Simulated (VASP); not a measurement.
**Ba: single point with PBEsol**

Crystal: Ba.

```xyz
1
Lattice="3.8797 0.0000 0.0000 0.0000 3.8797 0.0000 0.0000 0.0000 3.4974" Properties=species:S:1:pos:R:3 pbc="T T T"
Ba    1.9398    1.9398    1.7487
```

The cell isn't the ideal one: strain -0.030 along x and y, -0.030 along z, atoms carried along.

- Program: VASP 6.6.1
- Task: single point
- Functional: PBEsol
- Potentials or basis: VASP PAW PBE potentials, release 64 (Ba_sv)
- Cutoff: 520 eV
- k mesh: 12 × 12 × 14
- Occupations: gaussian, width 0.15 eV
- Spin: no spin polarisation

| Property | Result |
| --- | --- |
| Pressure | 0.8 GPa |
| Band gap on the k mesh | none (metal or under the smearing width) |

Stress tensor (GPa, compression positive):
```
-0.68  0.00  0.00
 0.00 -0.68  0.00
 0.00  0.00  3.79
```

Levels at points of the mesh, in eV from the Fermi level:
```csv
k point,band 1,band 2,band 3,band 4,band 5,band 6,band 7,band 8,band 9,band 10
"(0.00, 0.00, 0.00)",-28.97,-13.70,-13.70,-13.27,-2.55,-0.12,-0.09,5.19,6.12,6.12
"(0.50, 0.00, 0.00)",-28.89,-14.56,-13.62,-13.20,-0.67,0.39,1.10,2.71,3.98,6.36
"(0.50, 0.50, 0.00)",-28.82,-14.43,-14.43,-13.13,-1.14,0.48,3.85,3.85,4.42,4.42
"(0.00, 0.00, 0.50)",-28.75,-15.06,-13.49,-13.49,-0.16,0.98,1.58,2.26,2.26,5.77
"(0.50, 0.00, 0.50)",-28.68,-14.93,-14.27,-13.42,-1.33,1.15,2.75,3.65,4.27,4.37
"(0.50, 0.50, 0.50)",-28.61,-14.82,-14.16,-14.16,-0.44,-0.44,0.40,4.20,7.23,7.80
```

Run time: 57 s on 1 thread of Intel(R) Xeon(R) Platinum 8488C (Sapphire Rapids) (shared host), peak memory 0.25 GiB.

Caveat: the PAW data sets were made with another functional, which shifts forces and pressure a little. The run has no spin-orbit coupling, so splittings on Ba are missing.
